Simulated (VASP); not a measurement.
Here is a VASP 6.6.1 calculation.

File POSCAR:

```
MgO
1.0
    0.0000000000      2.0970013927      2.0970013927
    2.0970013927      0.0000000000      2.0970013927
    2.0970013927      2.0970013927      0.0000000000
Mg O
1 1
Direct
    0.0000000000      0.0000000000      0.0000000000
    0.5000000000      0.5000000000      0.5000000000
```

Contents of INCAR.step1:

```
ALGO     = Normal         # electronic algorithm
EDIFF    = 1E-5           # SCF threshold, eV
ENCUT    = 520            # plane-wave cutoff, eV
GGA      = PE             # functional
ISIF     = 2              # what is computed and relaxed
ISMEAR   = 0              # smearing method
KPAR     = 4            
LASPH    = T              # aspherical terms in the spheres
LCHARG   = F              # write CHGCAR
LREAL    = F              # projectors in reciprocal space
LWAVE    = T              # write WAVECAR
NBANDS   = 11             # bands
NELM     = 80             # most SCF steps
PREC     = Accurate       # precision mode
SIGMA    = 0.02           # smearing width, eV
```

File INCAR.step2:

```
ALGO     = Normal         # electronic algorithm
EDIFF    = 1E-7           # SCF threshold, eV
ENCUT    = 520            # plane-wave cutoff, eV
GGA      = PE             # functional
HFSCREEN = 0.3            # screening, 1/A
ISIF     = 2              # what is computed and relaxed
ISMEAR   = 0              # smearing method
ISTART   = 1            
KPAR     = 4            
LASPH    = T              # aspherical terms in the spheres
LCHARG   = F              # write CHGCAR
LHFCALC  = T              # exact exchange
LREAL    = F              # projectors in reciprocal space
LWAVE    = F              # write WAVECAR
NBANDS   = 11             # bands
NELM     = 80             # most SCF steps
PREC     = Accurate       # precision mode
PRECFOCK = Fast         
SIGMA    = 0.02           # smearing width, eV
```

KPOINTS

```
k-points
0
Gamma
  8 8 8
```

File KPOINTS_OPT:

```
path GXWKGLUWLK,UX
8
line-mode
reciprocal
 0.0000000000  0.0000000000  0.0000000000  G
 0.5000000000  0.0000000000  0.5000000000  X

 0.5000000000  0.0000000000  0.5000000000  X
 0.5000000000  0.2500000000  0.7500000000  W

 0.5000000000  0.2500000000  0.7500000000  W
 0.3750000000  0.3750000000  0.7500000000  K

 0.3750000000  0.3750000000  0.7500000000  K
 0.0000000000  0.0000000000  0.0000000000  G

 0.0000000000  0.0000000000  0.0000000000  G
 0.5000000000  0.5000000000  0.5000000000  L

 0.5000000000  0.5000000000  0.5000000000  L
 0.6250000000  0.2500000000  0.6250000000  U

 0.6250000000  0.2500000000  0.6250000000  U
 0.5000000000  0.2500000000  0.7500000000  W

 0.5000000000  0.2500000000  0.7500000000  W
 0.5000000000  0.5000000000  0.5000000000  L

 0.5000000000  0.5000000000  0.5000000000  L
 0.3750000000  0.3750000000  0.7500000000  K

 0.6250000000  0.2500000000  0.6250000000  U
 0.5000000000  0.0000000000  0.5000000000  X
```

Potentials or basis: VASP PAW PBE potentials, release 64 (Mg, O).

Launch:

```console
$ cat potpaw_PBE.64/Mg/POTCAR potpaw_PBE.64/O/POTCAR > POTCAR
$ cp INCAR.step1 INCAR
$ mpirun -np 4 vasp_std > vasp.out
$ cp INCAR.step2 INCAR
$ mpirun -np 4 vasp_std > vasp.out
```

**Question.** Predict the band gap on the k mesh.

**Answer.** 6.33 eV, direct.

**Question.** Predict the pressure.

**Answer.** 0.8 GPa.

**Question.** Estimate the band gap along the path.

**Answer.** 6.33 eV, direct.

Levels at the corners of the path, in eV from the valence-band top:
```csv
point,band 1,band 2,band 3,band 4,band 5,band 6,band 7,band 8,band 9
Γ,-18.85,0.00,0.00,0.00,6.33,17.55,17.55,17.55,21.53
X,-17.19,-4.40,-1.47,-1.47,10.61,11.72,15.21,21.28,21.28
X,-17.19,-4.40,-1.47,-1.47,10.61,11.72,15.21,21.28,21.28
W,-17.14,-3.18,-3.18,-1.90,13.47,13.47,14.07,17.51,24.12
W,-17.14,-3.18,-3.18,-1.90,13.47,13.47,14.07,17.51,24.12
K,-17.18,-3.76,-2.91,-1.25,11.72,13.66,14.52,20.27,20.38
K,-17.18,-3.76,-2.91,-1.25,11.72,13.66,14.52,20.27,20.38
Γ,-18.85,0.00,0.00,0.00,6.33,17.55,17.55,17.55,21.53
Γ,-18.85,0.00,0.00,0.00,6.33,17.55,17.55,17.55,21.53
L,-17.47,-4.95,-0.72,-0.72,9.50,14.72,18.17,18.17,22.95
L,-17.47,-4.95,-0.72,-0.72,9.50,14.72,18.17,18.17,22.95
U,-17.18,-3.76,-2.91,-1.25,11.72,13.66,14.52,20.27,20.38
U,-17.18,-3.76,-2.91,-1.25,11.72,13.66,14.52,20.27,20.38
W,-17.14,-3.18,-3.18,-1.90,13.47,13.47,14.07,17.51,24.12
W,-17.14,-3.18,-3.18,-1.90,13.47,13.47,14.07,17.51,24.12
L,-17.47,-4.95,-0.72,-0.72,9.50,14.72,18.17,18.17,22.95
L,-17.47,-4.95,-0.72,-0.72,9.50,14.72,18.17,18.17,22.95
K,-17.18,-3.76,-2.91,-1.25,11.72,13.66,14.52,20.27,20.38
U,-17.18,-3.76,-2.91,-1.25,11.72,13.66,14.52,20.27,20.38
X,-17.19,-4.40,-1.47,-1.47,10.61,11.72,15.21,21.28,21.28
```

Caveat: the PAW data sets were made with another functional, which shifts forces and pressure a little.

**The experiment to reproduce.**

“Electronic structure of alkaline earth and post-transition metal oxides”, 2009, arxiv:0908.1581 quotes, for a bulk crystal of MgO: band gap 7.83 eV.

A measured gap of MgO is 7.83 eV (quoted in “Electronic structure of alkaline earth and post-transition metal oxides”, 2009, arxiv:0908.1581); the calculated 6.33 eV misses it by -1.50 eV. The value is that of HSE03, without temperature or zero-point motion. The cell is a database's relaxed one, not the measured one, which moves gaps too.
